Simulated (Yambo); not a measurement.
# GaP (F-43m) in Yambo: further runs

Runs on GaP. Level: PBEsol. Tasks: optical spectrum by the Bethe-Salpeter equation, optical spectrum.

Program: Yambo 5.3.0. These are calculated values, not measurements. Logs are shortened: lines on timing, memory, paths and dates and some standing lists are left out, and cuts for length are marked.

**Measured values to compare with.**

From “Stacking defects in GaP nanowires: Electronic structure and optical properties”, 2018, arxiv:1810.01194, for a bulk crystal of GaP at 10 K: band gap 2.34 eV (indirect).

How close the calculation comes is told below.

## 1. The crystal as given

Symmetry: F-43m, No. 216, cubic system. Conventional cell: a = 5.451 Å, b = 5.451 Å, c = 5.451 Å, α = 90.00°, β = 90.00°, γ = 90.00°. Ga (site symmetry -43m) is surrounded by 4 P at 2.36 Å. Around P (site symmetry -43m) lie 4 Ga at 2.36 Å.

## 2. Optical spectrum by the Bethe-Salpeter equation, PBEsol

bse2.in reads:

```
optics
bse
bss
rim_cut
em1s
RandQpts= 1000000
RandGvec= 50 RL
Chimod= "HARTREE"
% BndsRnXs
 1 | 34 |
%
NGsBlkXs= 5 Ry
% LongDrXs
 1 | 0 | 0 |
%
BSKmod= "SEX"
BSEmod= "retarded"
BSSmod= "d"
% BSEQptR
 1 | 1 |
%
% BSEBands
 8 | 11 |
%
BSENGexx= 20 Ry
BSENGBlk= 5 Ry
% BEnRange
 0 | 20 | eV
%
% BDmRange
 0.1 | 0.1 | eV
%
BEnSteps= 200
% BLongDir
 1 | 0 | 0 |
%
BSEprop= "abs"
WRbsWF
% KfnQP_E
 0.6 | 1.0 | 1.0 |
%
```

scf.in reads:

```
&CONTROL
  calculation = 'scf'
  prefix = 'pwscf'
  outdir = './tmp'
  pseudo_dir = './pseudo'
/
&SYSTEM
  ibrav = 0
  nat = 2
  ntyp = 2
  ecutwfc = 80
  nbnd = 15
  occupations = 'smearing'
  smearing = 'fd'
  degauss = 0.00367493
  force_symmorphic = .true.
/
&ELECTRONS
  conv_thr = 4d-10
  electron_maxstep = 120
  mixing_beta = 0.5
/
ATOMIC_SPECIES
Ga    69.7230 Ga.upf
P     30.9738 P.upf
CELL_PARAMETERS angstrom
   0.0000000000    2.7252500000    2.7252500000
   2.7252500000    0.0000000000    2.7252500000
   2.7252500000    2.7252500000    0.0000000000
ATOMIC_POSITIONS crystal
Ga     0.0000000000    0.0000000000    0.0000000000
P      0.7500000000    0.7500000000    0.7500000000
K_POINTS automatic
8 8 8 0 0 0
```

nscf.in reads:

```
&CONTROL
  calculation = 'nscf'
  prefix = 'pwscf'
  outdir = './tmp'
  pseudo_dir = './pseudo'
/
&SYSTEM
  ibrav = 0
  nat = 2
  ntyp = 2
  ecutwfc = 80
  nbnd = 129
  occupations = 'fixed'
  force_symmorphic = .true.
/
&ELECTRONS
  conv_thr = 1d-08
  diago_full_acc = .true.
  diago_thr_init = 1d-06
/
ATOMIC_SPECIES
Ga    69.7230 Ga.upf
P     30.9738 P.upf
CELL_PARAMETERS angstrom
   0.0000000000    2.7252500000    2.7252500000
   2.7252500000    0.0000000000    2.7252500000
   2.7252500000    2.7252500000    0.0000000000
ATOMIC_POSITIONS crystal
Ga     0.0000000000    0.0000000000    0.0000000000
P      0.7500000000    0.7500000000    0.7500000000
K_POINTS automatic
6 6 6 0 0 0
```

Potentials or basis: PseudoDojo 0.4.1 SR PBEsol standard.

Launch:

```bash
$ OMP_NUM_THREADS=1 pw.x -in scf.in > scf.out
$ OMP_NUM_THREADS=1 pw.x -in nscf.in > nscf.out
$ cd tmp/pwscf.save; p2y; mv SAVE ../..; cd ../..
$ OMP_NUM_THREADS=1 yambo
$ mkdir -p bse2; ln -s $PWD/g0w00/ndb.RIM bse2/
$ OMP_NUM_THREADS=1 yambo -F bse2.in -J bse2 -C bse2_out
$ OMP_NUM_THREADS=1 ypp -J bse2 -C bse2_out -e s -b 1
```

Yambo's report:

```text
[... sections 02.01 to 02.04 as in the set-up run ...]

  [02.05] Energies & Occupations
  ==============================

  [X] === General ===
  [X] Electronic Temperature                        :  0.000000  0.000000 [eV K]
  [X] Bosonic    Temperature                        :  0.000000  0.000000 [eV K]
  [X] Finite Temperature mode                       : no
  [X] El. density                                   :  0.44466E+24 [cm-3]
  [X] Fermi Level                                   :  7.521048 [eV]

  [X] === Gaps and Widths ===
  [X] Conduction Band Min                           :  1.518688 [eV]
  [X] Valence Band Max                              :  0.000000 [eV]
  [X] Filled Bands                                  :   9
  [X] Empty Bands                                   :   10  129
  [X] Direct Gap                                    :  1.735768 [eV]
  [X] Direct Gap localized at k                     :  1
  [X] Indirect Gap                                  :  1.518688 [eV]
  [X] Indirect Gap between kpts                     :   1  13
  [X] Last valence band width                       :  3.310001 [eV]
  [X] 1st conduction band width                     :  2.320832 [eV]

 [03] Transferred momenta grid and indexing
 ==========================================

 [BZ sampling] Q-grid is User defined and/or read from the database

 IBZ Q-points                                      :  16
 BZ  Q-points                                      :  216

 K/Q-points units:
 rlu = crystal or reduced units; cc = cartesian coordinates; iku = interal k-units

 Q [ 1]         [rlu]:  0.000000  0.000000  0.000000
 Q [ 2]         [rlu]:  0.25176E-17  0.25176E-17  0.16667
 Q [ 3]         [rlu]:  0.50351E-17  0.50351E-17  0.33333
 Q [ 4]         [rlu]:  0.51853E-17  0.51853E-17 -0.50000
 Q [ 5]         [rlu]:  0.12525E-16  0.16667      0.16667
 Q [ 6]         [rlu]:  0.25267E-16  0.16667      0.33333
 Q [ 7]         [rlu]: -0.26970E-17  0.16667      0.50000
 Q [ 8]         [rlu]:  0.51853E-17  0.16667     -0.33333
 Q [ 9]         [rlu]: -0.32791E-16  0.16667     -0.16667
 Q [10]         [rlu]:  0.25050E-16  0.33333      0.33333
 Q [11]         [rlu]:  0.10103E-15  0.33333      0.50000
 Q [12]         [rlu]: -0.10070E-16  0.33333     -0.33333
 Q [13]         [rlu]: -0.34504E-17 -0.50000     -0.50000
 Q [14]         [rlu]:  0.166667  0.333333  0.500000
 Q [15]         [rlu]:  0.166667  0.333333 -0.333333
 Q [16]         [rlu]:  0.166667 -0.500000 -0.333333

  [03.01] X + BSE indexes
  =======================

   [03.01.01] Sigma indexes
   ========================

[... 233 lines left out ...]

    [08.01.05.01] Screened interaction header I/O
    =============================================

    [08.01.05.02] Main kernel loop
    ==============================

    [WR./bse2//ndb.BS_Q1_CPU_0]-----------------------------------------------------
     Brillouin Zone Q/K grids (IBZ/BZ)                :   16  216   16  216
     RL vectors                                       :   4279 [WF]
     Coulomb cutoff potential                         : none
     Parallel CPUs
     Parallel Roles
     Fragmentation                                    : no
     BS kernel          wavefunctions                 : Perdew, Burke & Ernzerhof SOL(X)+Perdew, Burke & Ernzerhof SOL(C)
     Static diel. fun.  energies                      : Perdew, Burke & Ernzerhof SOL(X)+Perdew, Burke & Ernzerhof SOL(C)
     wavefunctions                                    : Perdew, Burke & Ernzerhof SOL(X)+Perdew, Burke & Ernzerhof SOL(C)
     [K] Identifier                                   :   4300
     [K] Dimension                                    :   864
     [K] Bands                                        :   8  11
     [K] Exchange                                     : yes [res]
     [K] Correlation                                  : yes [res]
     [K] Kernel`s coupling                            : no
     [K] Exchange                                     : no [cpl]
     [K] Correlation                                  : no [cpl]
     [K] W interaction is bare                        : no
     [K] ALDA kernel in R-space                       : no
     [K] RL vectors                                   :   459 [exchange]
     [K] RL vectors                                   :   65 [correlation]
     [K] E/h energy range                             : -1.000000 -1.000000 [eV]
     [K] Coupling range                               :  100.0000  100.0000 [o/o]
     [W] Interaction is diagonal                      : no
     [W] Matrix size                                  :   65
     [W] Bands                                        :    1   34
     [W] e/h energy range                             : -1.000000 -1.000000 [eV]
     [W] Poles                                        :  100.0000 [o/o]
     [W] RL vectors in the sum                        :   4279
     [W] [r,Vnl] included                             : yes
     [W] Field direction                              :  0.100000E-4   0.00000      0.00000
     [W] Coulomb Cutoff                               : none
     [W] Hxc Kernel                                   : HARTREE
     [RIM] RL components                              :   51 [col]
     [RIM] Random points                              :  1000000 [col]
     [SOC] Perturbative SOC                           : no
     [K] Kernel long-range exchange                   : BAR

    [08.01.05.03] Wave-Function Phases
    ==================================

    [BSE] WF phases found       :  64.16016 [o/o]

   [08.01.06] BSE solver(s) @q1
   ============================

   [08.01.07] Diago Solver @q1
   ===========================

   [WR./bse2//ndb.BS_diago_Q1]-----------------------------------------------------
    BS kernel          energies                      : Perdew, Burke & Ernzerhof SOL(X)+Perdew, Burke & Ernzerhof SOL(C)+ user defined corrections @E
    [K] Identifier                                   :   4300
    [K] Dimension                                    :   864
    [K] Bands                                        :   8  11
    [K] Exchange                                     : yes [res]
    [K] Correlation                                  : yes [res]
    [K] Kernel`s coupling                            : no
    [K] Exchange                                     : no [cpl]
    [K] Correlation                                  : no [cpl]
    [K] W interaction is bare                        : no
    [K] ALDA kernel in R-space                       : no
    [K] RL vectors                                   :   459 [exchange]
    [K] RL vectors                                   :   65 [correlation]
    [K] E/h energy range                             : -1.000000 -1.000000 [eV]
    [K] Coupling range                               :  100.0000  100.0000 [o/o]
    [W] Interaction is diagonal                      : no
    [W] Matrix size                                  :   65
    [W] Bands                                        :    1   34
    [W] e/h energy range                             : -1.000000 -1.000000 [eV]
    [W] Poles                                        :  100.0000 [o/o]
    [W] RL vectors in the sum                        :   4279
    [W] [r,Vnl] included                             : yes
    [W] Field direction                              :  0.100000E-4   0.00000      0.00000
    [W] Coulomb Cutoff                               : none
    [W] Hxc Kernel                                   : HARTREE
    [RIM] RL components                              :   51 [col]
    [RIM] Random points                              :  1000000 [col]
    [SOC] Perturbative SOC                           : no
    [K] Kernel long-range exchange                   : BAR
    [BSS] Eigenstates included                       : yes
    [BSS] Field direction                            :  0.100000E-4   0.00000      0.00000
    [BSS] Eigenstates computed                       :   864
    [BSS] Number of BSE matrices                     :  1
```

Wall time 3.6 min (1 thread of Arm Neoverse V2, shared host); peak memory 0.35 GiB.

Results:

| Item | Value |
| --- | --- |
| Band gap on the k mesh, mean-field level | 1.52 eV, indirect (least direct gap 1.74 eV) |
| Exciton binding energy | 0.13 eV |
| Lowest exciton energy | 2.20 eV |
| Lowest bright exciton energy | 2.20 eV |

Dielectric function (along the field direction of the input):
```
energy (eV)  real part  imaginary part
       0.30      11.93            0.05
       0.90      12.60            0.18
       1.61      14.85            0.55
       2.31      16.15            3.92
       3.02      45.64           42.76
       3.62       5.74            4.47
       4.32      12.13           29.85
       5.03     -15.99            6.22
       5.73      -5.96            2.81
       6.33      -4.49            4.15
       7.04      -3.66            3.01
       7.74      -5.47            2.06
       8.44      -3.55            0.45
       9.05      -2.65            0.19
       9.75      -1.76            0.10
      10.45      -1.21            0.36
      11.16      -0.95            0.05
      11.76      -0.69            0.04
      12.46      -0.45            0.03
      13.17      -0.27            0.02
      13.87      -0.12            0.02
      14.47      -0.02            0.02
      15.18       0.09            0.01
      15.88       0.18            0.01
      16.58       0.25            0.01
      17.19       0.31            0.01
      17.89       0.37            0.01
      18.59       0.42            0.01
      19.30       0.46            0.01
      20.00       0.50            0.01
```

Lowest exciton energies (eV): 2.20, 2.20, 3.09, 3.10, 3.10, 3.12, 3.12, 3.12

Excitons:
```csv
energy (eV),strength (relative to the strongest)
2.204,0.13
2.204,0.011
3.094,1
3.096,0.63
3.096,0.072
3.125,2.5e-05
3.125,4.7e-07
3.125,2.2e-07
3.137,4.3e-07
3.137,2.6e-07
3.170,0.00027
3.170,0.0025
```

Caveat: the scissor is the correction of the direct gap in an earlier G0W0 run on the same states; exciton energies and binding change strongly with the k mesh and aren't converged on this one; spectra need much finer meshes, so this one isn't converged.

## 3. Optical spectrum, PBEsol

optics0.in reads:

```
optics
chi
Chimod= "IP"
% BndsRnXd
 1 | 24 |
%
% LongDrXd
 0 | 1 | 0 |
%
% QpntsRXd
 1 | 1 |
%
% EnRngeXd
 0 | 20 | eV
%
% DmRngeXd
 0.1 | 0.1 | eV
%
ETStpsXd= 200
```

Edit scf.in of step 2 so:

```diff
@@ -29,6 +29,6 @@
    2.7252500000    2.7252500000    0.0000000000
-ATOMIC_POSITIONS crystal
+ATOMIC_POSITIONS angstrom
 Ga     0.0000000000    0.0000000000    0.0000000000
-P      0.7500000000    0.7500000000    0.7500000000
+P      4.0878750000    4.0878750000    4.0878750000
 K_POINTS automatic
-8 8 8 0 0 0
+20 20 20 0 0 0
```

Edit nscf.in of step 2 so:

```diff
@@ -11,3 +11,3 @@
   ecutwfc = 80
-  nbnd = 129
+  nbnd = 39
   occupations = 'fixed'
@@ -27,6 +27,6 @@
    2.7252500000    2.7252500000    0.0000000000
-ATOMIC_POSITIONS crystal
+ATOMIC_POSITIONS angstrom
 Ga     0.0000000000    0.0000000000    0.0000000000
-P      0.7500000000    0.7500000000    0.7500000000
+P      4.0878750000    4.0878750000    4.0878750000
 K_POINTS automatic
-6 6 6 0 0 0
+20 20 20 0 0 0
```

Potentials or basis: PseudoDojo 0.4.1 SR PBEsol standard.

Launch:

```bash
$ OMP_NUM_THREADS=1 pw.x -in scf.in > scf.out
$ OMP_NUM_THREADS=1 pw.x -in nscf.in > nscf.out
$ cd tmp/pwscf.save; p2y; mv SAVE ../..; cd ../..
$ OMP_NUM_THREADS=1 yambo
$ OMP_NUM_THREADS=1 yambo -F optics0.in -J optics0 -C optics0_out
```

Yambo's report:

```text
[... sections 02.01 to 02.04 as in the set-up run ...]

  [02.05] Energies & Occupations
  ==============================

  [X] === General ===
  [X] Electronic Temperature                        :  0.000000  0.000000 [eV K]
  [X] Bosonic    Temperature                        :  0.000000  0.000000 [eV K]
  [X] Finite Temperature mode                       : no
  [X] El. density                                   :  0.44466E+24 [cm-3]
  [X] Fermi Level                                   :  7.519301 [eV]

  [X] === Gaps and Widths ===
  [X] Conduction Band Min                           :  1.477485 [eV]
  [X] Valence Band Max                              :  0.000000 [eV]
  [X] Filled Bands                                  :   9
  [X] Empty Bands                                   :   10   39
  [X] Direct Gap                                    :  1.736297 [eV]
  [X] Direct Gap localized at k                     :  1
  [X] Indirect Gap                                  :  1.477485 [eV]
  [X] Indirect Gap between kpts                     :    1  108
  [X] Last valence band width                       :  3.472040 [eV]
  [X] 1st conduction band width                     :  3.123746 [eV]

 [03] Transferred momenta grid and indexing
 ==========================================

 IBZ Q-points                                      :  256
 BZ  Q-points                                      :   8000

 K/Q-points units:
 rlu = crystal or reduced units; cc = cartesian coordinates; iku = interal k-units

 Q [  1]        [rlu]:  0.000000  0.000000  0.000000
 Q [  2]        [rlu]:  0.72394E-17  0.30051E-18  0.50000E-01
 Q [  3]        [rlu]:  0.14479E-16  0.60102E-18  0.10000
 Q [  4]        [rlu]: -0.25121E-17 -0.25121E-17  0.15000
 Q [  5]        [rlu]: -0.38038E-17 -0.17682E-16  0.20000
 Q [  6]        [rlu]: -0.25926E-17 -0.25926E-17  0.25000
[... 42 lines left out ...]
 Q [ 49]        [rlu]: -0.12917E-17  0.15000      0.20000
 Q [ 50]        [rlu]: -0.19019E-17  0.15000      0.25000

 Remaining 206 points informations can be written running with -fatlog

 [WARNING] [Xd] User bands 1-24 break level degeneracy

 [04] Dipoles
 ============

  [04.01] Setup: observables and procedures
  =========================================

  [WF-Oscillators/G space/Transverse up loader] Normalization (few states)  min/max  :  0.14305E-16   1.0000

  [WR./optics0//ndb.dipoles]------------------------------------------------------
   Brillouin Zone Q/K grids (IBZ/BZ)                :    256   8000    256   8000
   RL vectors                                       :   4279 [WF]
   Fragmentation                                    : yes
   Electronic Temperature                           :  0.000000 [K]
   Bosonic    Temperature                           :  0.000000 [K]
   DIP band range                                   :   1  24
   DIP band range limits                            :   9  10
   DIP e/h energy range                             : -1.000000 -1.000000 [eV]
   RL vectors in the sum                            :   4279
   [r,Vnl] included                                 : yes
   Bands ordered                                    : yes
[... 7 lines left out ...]
  [WARNING] In case H contains other non local terms, these are neglected

 [05] Optics
 ===========

 [X-CG] R(p) Tot o/o(of R):    25606  1080000      100
```

Wall time 4 min (1 thread of AMD EPYC 9R45 (Zen 5), shared host); peak memory 0.44 GiB.

Results:

| Item | Value |
| --- | --- |
| Band gap on the k mesh, mean-field level | 1.48 eV, indirect (least direct gap 1.74 eV) |
| Absorption peak | 4.62 eV |
| Electronic dielectric constant along the field | 11.26 |

Dielectric function (along the field direction of the input):
```csv
energy (eV),real part,imaginary part
0.30,11.32,0.25
1.31,12.58,0.39
2.31,17.09,2.46
3.32,12.84,13.53
4.42,2.95,29.27
5.43,-5.45,14.60
6.43,-5.71,7.71
7.54,-3.78,4.06
8.54,-2.53,2.96
9.55,-2.18,1.72
10.65,-1.81,1.05
11.66,-1.23,0.68
12.66,-0.83,0.55
13.77,-0.51,0.38
14.77,-0.26,0.30
15.78,-0.02,0.22
16.88,0.17,0.26
17.89,0.22,0.23
18.89,0.35,0.37
20.00,0.36,0.31
```

Caveat: independent-particle spectra lack excitons.

[end of part 1 of 2]
